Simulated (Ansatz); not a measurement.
# Co and the effect of the starting magnetic order

```yaml
crystal:
  lattice:
    - [2.47056, 0.00000, 0.00000]
    - [-1.23528, 2.13957, 0.00000]
    - [0.00000, 0.00000, 8.08823]
  atoms:
    - { symbol: Co, position: [0.66667, 0.33333, 0.75000] }
    - { symbol: Co, position: [0.00000, 0.00000, 0.50000] }
    - { symbol: Co, position: [0.33333, 0.66667, 0.25000] }
    - { symbol: Co, position: [0.00000, 0.00000, 0.00000] }
```

Kept alike: task single point; functional PBEsol; k mesh 12 × 12 × 4; occupations fermi-dirac, width 0.05 eV. Program: Ansatz, all-electron LAPW, scalar-relativistic, cutoff 290 eV. The mesh is that of the run's cell of 4 atoms. No spin-orbit coupling.

| starting magnetic order | largest site moment (μB) | moment of the cell (μB) | free energy over the lowest row (meV/atom) |
| --- | --- | --- | --- |
| afm | 1.70 | 6.59 | 0.00 |
| ferri | 1.70 | 6.59 | 0.00 |
| fm | 1.70 | 6.59 | 0.00 |
| off | 0.00 | 0.00 | 191.78 |

For a metal such a mesh leaves the last digits unconverged. Moments of the cell are magnitudes, and a label names the start alone. The runs hold the magnetic state that their start led to, which needn't be the lowest. The row without spin has no moments by construction. Site moments count inside each atom's sphere or projector.

Q: What does the starting magnetic order change here?

A: The largest site moment runs from 0.00 (off) to 1.70 μB (afm; ferri; fm). The moment of the cell runs from 0.00 (off) to 6.59 μB (afm; ferri; fm). The free energy is lowest at afm; ferri; fm, and 191.78 meV an atom higher at off. Starts that end at one energy have found one state: afm; ferri; fm.
